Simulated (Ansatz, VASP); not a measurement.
## Two plane-wave programs on Co

```xyz
1
Lattice="-1.4159 1.4159 1.4159 1.4159 -1.4159 1.4159 1.4159 1.4159 -1.4159" Properties=species:S:1:pos:R:3 pbc="T T T"
Co    0.0000    0.0000    0.0000
```

Alike in both runs: task single point; functional revPBE; k mesh 17 × 17 × 17; occupations fermi-dirac, width 0.05 eV; collinear spin.

```csv
,VASP,Ansatz
version,VASP 6.6.1,Ansatz 0.2.0
potentials or method,"VASP PAW PBE potentials, release 64 (Co)","plane waves (420 eV) with PAW, scalar-relativistic"
plane-wave cutoff (eV),520,420
valence electrons in the cell,9,17
```

|  | VASP | Ansatz | Ansatz less VASP |
| --- | --- | --- | --- |
| pressure (GPa) | -1.0 | -0.5 | +0.47 |
| net moment per atom (μB) | 1.75 | 1.76 | +0.012 |
| size of the moment on the site where the two differ most (μB) | 1.78 | 1.84 | +0.059 |

Site moments also hang on the region over which each program counts them. The two sets of potentials don't hold the same shells in valence.

Caveats: the PAW data sets were made with another functional, which shifts forces and pressure a little (VASP).
